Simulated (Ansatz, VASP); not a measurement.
One calculation of HfC, two programs

```
Hf C
1.0
     0.00000    2.32500    2.32500
     2.32500    0.00000    2.32500
     2.32500    2.32500    0.00000
Hf C
1 1
Direct
  0.50000 0.50000 0.50000
  0.00000 0.00000 0.00000
```

Alike in both runs: task single point; functional PBE; k mesh 16 × 16 × 16; occupations gaussian, width 0.1 eV; no spin polarisation.

|  | VASP | Ansatz |
| --- | --- | --- |
| version | VASP 6.6.1 | Ansatz 0.2.0 |
| potentials or method | VASP PAW PBE potentials, release 64 (Hf_pv, C) | scalar-relativistic, plane waves, PAW |
| plane-wave cutoff (eV) | 520 | 420 |
| valence electrons in the cell | 14 | 30 |

Ansatz gave:

* gap on the k mesh at the Fermi level (eV): none
* pressure (GPa): 0.2

Problem. Estimate VASP's values.

Solution. gap on the k mesh at the Fermi level (eV): none; pressure (GPa): -0.4.

A gap of «none» marks a metal or a gap that the smearing closes. The two sets of potentials don't hold the same shells in valence.

The runs have no spin-orbit coupling, so splittings on Hf are missing.
